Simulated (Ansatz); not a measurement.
A series in volume scale on Pb

Periodic Kohn-Sham DFT of a crystal at fixed atoms, scaled to volume_scale times the given cell; pressure positive in compression, energy less spherical unpolarised free atoms, largest_vzz the field gradient of largest size among the nuclei. The results are calculated, by Ansatz 0.2.0.

The cell before it is scaled or strained (space group Pm-3m, No. 221):
```
Pb
1.0
      3.2559     0.0000     0.0000
      0.0000     3.2559     0.0000
      0.0000     0.0000     3.2559
Pb
1
Direct
  0.00000 0.00000 0.00000
```

Settings of every row: method all-electron LAPW; functional PBE; relativity scalar; k mesh 11x11x11; filling fermi-dirac; smearing width 0.08 eV; basis error target 1 meV/atom; nucleus gaussian.

Atom start moment: 0 on all atoms.

Limits: no spin-orbit coupling on heavy atoms; the cell comes from a prototype or a list of computed structures and needn't be the stable phase.

```csv
row,volume scale,V (Å³/atom),energy less free atoms (eV/atom),pressure (GPa)
1,0.95,32.79,-3.3582,2.02
2,0.975,33.653,-3.3661,0.924
3,1,34.517,?,?
4,1.025,35.378,-3.3661,-0.839
5,1.05,36.241,-3.3596,-1.544
```

Question: what energy less free atoms and pressure should row 3 give?

Worked fit of energy less free atoms. Take u = (V_r/V)^(2/3) − 1 with V_r = 34.516 Å³ an atom, which is twice the finite (Eulerian) strain; such expansions in the strain, on which the Birch-Murnaghan equation of state is built, carry the rest volume and the bulk modulus. The shown rows have u = 0.03479, 0.01702, -0.01631, -0.03199. Least squares give energy less free atoms = −3.36849 − 0.0037 × u + 8.59 × u² eV/atom; a straight line predicts inner rows, each left out in turn, worse (root mean square 0.0055 against 0.0001 eV/atom). All shown rows lie on it to the printed digit. Its lowest point lies at u = 0.0002, or V = 34.5 Å³ an atom, and the curvature there gives the bulk modulus at fixed shape and fractions, B = (4/9)(1 + u)² E″(u)/V = 35.5 GPa. The withheld row has u = -2e-05, so the fit gives −3.36849 − 0.0037 × (-2e-05) + 8.59 × (-2e-05)² = -3.3685 eV/atom.

The calculation gave -3.3684 eV/atom. The fit lies 0.0001 eV/atom (0.98 % of the column's range) below it, one unit of the last digit.

Worked fit of pressure. Take u = (V_r/V)^(2/3) − 1 with V_r = 34.516 Å³ an atom, which is twice the finite (Eulerian) strain; such expansions in the strain, on which the Birch-Murnaghan equation of state is built, carry the rest volume and the bulk modulus. The shown rows have u = 0.03479, 0.01702, -0.01631, -0.03199. Least squares give pressure = −0.0228 + 52.876 × u + 167.32 × u² GPa; a straight line predicts inner rows, each left out in turn, worse (root mean square 0.11 against 0.0042 GPa). The rows lie off it by 0.001, -0.002, 0.002, -0.001. The pressure vanishes at u = 0.0004, or V = 34.49 Å³ an atom, and there the bulk modulus at fixed shape and fractions is B = −V dP/dV = (2/3)(1 + u) dP/du = 35.4 GPa. The withheld row has u = -2e-05, so the fit gives −0.0228 + 52.876 × (-2e-05) + 167.32 × (-2e-05)² = -0.024 GPa.

The calculation gave -0.022 GPa. The fit lies 0.002 GPa (0.056 % of the column's range) below it; its largest miss of a shown row is 0.002 GPa.
